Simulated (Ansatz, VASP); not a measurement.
**One calculation of Ru, two programs**

File INCAR:

```
ALGO     = Normal         # electronic algorithm
EDIFF    = 1E-7           # SCF threshold, eV
ENCUT    = 520            # plane-wave cutoff, eV
GGA      = PE             # functional
ISIF     = 2              # what is computed and relaxed
ISMEAR   = 0              # smearing method
LASPH    = True           # aspherical terms in the spheres
LCHARG   = False          # write CHGCAR
LREAL    = False          # projectors in reciprocal space
LWAVE    = False          # write WAVECAR
NBANDS   = 13             # bands
NELM     = 80             # most SCF steps
PREC     = Accurate       # precision mode
SIGMA    = 0.15           # smearing width, eV
```

KPOINTS

```
k-points
0
Gamma
  20 20 20
```

The input POSCAR:

```
Ru
1.0
   -0.0333389707      1.8646010035      1.8646010035
    1.8646010035     -0.0333389707      1.8646010035
    1.8646010035      1.8646010035     -0.0333389707
Ru
1
Direct
    0.0000000000      0.0000000000      0.0000000000
```

Input for Ansatz:

```yaml
crystal:
  lattice:
    - [-0.0333389707, 1.8646010035, 1.8646010035]
    - [1.8646010035, -0.0333389707, 1.8646010035]
    - [1.8646010035, 1.8646010035, -0.0333389707]
  atoms:
    - { symbol: Ru, position: [0.0, 0.0, 0.0] }
basis:
  ecutwfc: 420
kpoints:
  mp_grid: { grid: [20, 20, 20] }
hamiltonian:
  xc: pbe
scf:
  occupations: { method: gaussian, width: 0.15 }
output:
  forces: true
  stress: true
  eigenvalues: true
```

Change from the starting cell: equal engineering shear yz, xz and xy -0.0175, equal normal strain along x, y and z -0.0125.

Alike in both runs: task single point; functional PBE; k mesh 20 × 20 × 20; occupations gaussian, width 0.15 eV; no spin polarisation.

|  | VASP | Ansatz |
| --- | --- | --- |
| version | VASP 6.6.1 | Ansatz 0.2.0 |
| potentials or method | VASP PAW PBE potentials, release 64 (Ru_pv) | scalar-relativistic, plane waves, PAW |
| plane-wave cutoff (eV) | 520 | 420 |
| valence electrons in the cell | 14 | 16 |

|  | VASP | Ansatz | Ansatz less VASP |
| --- | --- | --- | --- |
| gap on the k mesh at the Fermi level (eV) | none | none | - |
| pressure (GPa) | 13.2 | 13.3 | +0.07 |
| largest component of the traceless stress (GPa) | 4.91 | 4.92 | +0.004 |

A gap of «none» marks a metal or a gap that the smearing closes. The functional is the same, so the differences come from potentials, cutoffs and numerics. The two sets of potentials don't hold the same shells in valence.
